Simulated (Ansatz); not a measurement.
The system is Zn.

```
Zn
1.0
     0.00000    1.96478    1.96478
     1.96478    0.00000    1.96478
     1.96478    1.96478    0.00000
Zn
1
Direct
  0.00000 0.00000 0.00000
```

This isn't the form of Zn at room conditions, which is hcp.

Base run:

| Property | Result |
| --- | --- |
| Program | Ansatz 0.2.0 |
| Functional | RPBE |
| Potentials or basis | Ansatz PAW |
| Cutoff | 420 eV (not typed: the program's choice for these potentials) |
| k mesh | 12 × 12 × 12 |
| Occupations | fermi-dirac, width 0.05 eV |
| Spin | no spin polarisation |

Its results: band gap on the k mesh none (metal or under the smearing width); pressure 2.9 GPa.

Q: The run is repeated on the same cell with these changes: functional from RPBE to PBE. What comes out?

A: Band gap on the k mesh none (metal or under the smearing width); pressure -0.2 GPa.

PBE binds more tightly than RPBE, so the same cell stands under less pressure.

Caveats: the PAW data sets come from PBE, with cores solved anew for the run's functional, which leaves a small shift of forces and pressure (some runs).
